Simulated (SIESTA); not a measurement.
**W under changes of volume**

One of the cells (15.848 Å³/atom); the others are scaled copies at fixed shape and fractional positions:

```
CELL_PARAMETERS angstrom
-1.58234 1.58234 1.58234
1.58234 -1.58234 1.58234
1.58234 1.58234 -1.58234
ATOMIC_POSITIONS crystal
W 0.00000 0.00000 0.00000
```

| Item | Value |
| --- | --- |
| Program | SIESTA 5.4.2 |
| Functional | PBEsol |
| Potentials or basis | PseudoDojo 0.4 standard (PBEsol files) |
| Basis | DZP (energy shift 0.003 Ry; two zetas on semicore shells) |
| Grid cutoff | 800 Ry |
| Energy shift | 0.003 Ry |
| k mesh | 12 × 12 × 12 |
| Occupations | fermi-dirac, width 0.05 eV |
| Spin | no spin polarisation |

| volume (Å³/atom) | energy over the lowest point (meV/atom) | pressure (GPa) |
| --- | --- | --- |
| 14.897 | 72.87 | 24.9 |
| 15.214 | ? | ? |
| 15.531 | 8.86 | 8.2 |
| 15.848 | 0.00 | 0.9 |
| 16.165 | 4.66 | -5.6 |
| 16.482 | 21.40 | -11.4 |
| 16.798 | 48.92 | -16.5 |

Problem. What does the run at 15.214 Å³/atom give?

Solution. Energy over the lowest point 32.63 meV/atom; pressure 16.1 GPa.

Worked out: A Birch-Murnaghan fit of order 3 (a polynomial in V^(-2/3)) to the other rows has its minimum at 15.89 Å³/atom with B0 = V·E''(V) = 335 GPa and B' = 4.2. It gives 32.57 meV/atom at 15.214 Å³/atom, against the run's 32.63, and -dE/dV = 16.0 GPa, against 16.1.

Energies are extrapolated to zero smearing.

Caveats: short orbitals over semicore shells can move pressures by several GPa; the basis of atomic orbitals isn't converged, which shifts pressures, moduli and gaps.
